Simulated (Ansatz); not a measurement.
**MgSi: band structure with PBEsol**

The system is MgSi.

```xyz
4
Lattice="1.5025 -5.4260 0.0000 1.5025 5.4260 0.0000 0.0000 0.0000 4.3402" Properties=species:S:1:pos:R:3 pbc="T T T"
Si    1.5025   -0.7666    3.2551
Si    1.5025    0.7666    1.0850
Mg    1.5025    3.5987    1.0850
Mg    1.5025   -3.5987    3.2551
```

The cell comes from a database or a generator and needn't be the stable form of this composition.

```yaml
Program: Ansatz 0.2.0
Task: band structure
Functional: PBEsol
Potentials_or_basis: all-electron LAPW, scalar-relativistic
Cutoff: 134 eV (chosen from the basis error)
Basis_error_allowed: 0.002 eV/atom
k_mesh: 9 × 9 × 6
Occupations: fermi-dirac, width 0.05 eV
Spin: no spin polarisation
```

```json
{
  "Pressure": "-1.4 GPa",
  "Largest force": "0.165 eV/Å",
  "Band gap along the path": "none (metal or under the smearing width)"
}
```

Forces on the atoms (eV/Å):
```
Si   0.000  0.165  0.000
Si   0.000 -0.165  0.000
Mg   0.000  0.162  0.000
Mg   0.000 -0.162  0.000
```

Stress tensor (GPa, compression positive):
```
-2.07  0.00  0.00
 0.00 -1.52  0.00
 0.00  0.00 -0.66
```

Levels at the corners of the path, in eV from the Fermi level:
| point | band 18 | band 19 | band 20 | band 21 | band 22 | band 23 | band 24 | band 25 | band 26 | band 27 |
| --- | --- | --- | --- | --- | --- | --- | --- | --- | --- | --- |
| Γ | -6.85 | -4.91 | -3.85 | -2.27 | 0.84 | 2.25 | 2.52 | 2.79 | 3.52 | 5.88 |
| X | -5.47 | -5.40 | -1.89 | -1.57 | -0.92 | 0.13 | 1.77 | 2.24 | 2.66 | 2.75 |
| S | -5.71 | -4.63 | -2.98 | -1.55 | -0.54 | 0.16 | 1.93 | 2.16 | 2.96 | 3.10 |
| R | -6.63 | -4.01 | -4.01 | -2.53 | -2.53 | -0.16 | -0.16 | 2.73 | 2.73 | 4.06 |
| A | -6.68 | -3.89 | -3.89 | -3.02 | -3.02 | 0.99 | 0.99 | 1.77 | 1.77 | 5.62 |
| Z | -9.50 | -4.14 | -4.14 | -2.67 | -2.67 | 4.83 | 4.83 | 5.46 | 5.46 | 7.88 |
| Γ | -6.85 | -4.91 | -3.85 | -2.27 | 0.84 | 2.25 | 2.52 | 2.79 | 3.52 | 5.88 |
| Y | -8.54 | -3.53 | -2.75 | -1.70 | -0.94 | 1.20 | 2.19 | 3.32 | 5.91 | 6.61 |

It took 10 s on 2 threads of Intel(R) Xeon(R) Platinum 8559C (Emerald Rapids) (shared host), peak memory 0.42 GiB.
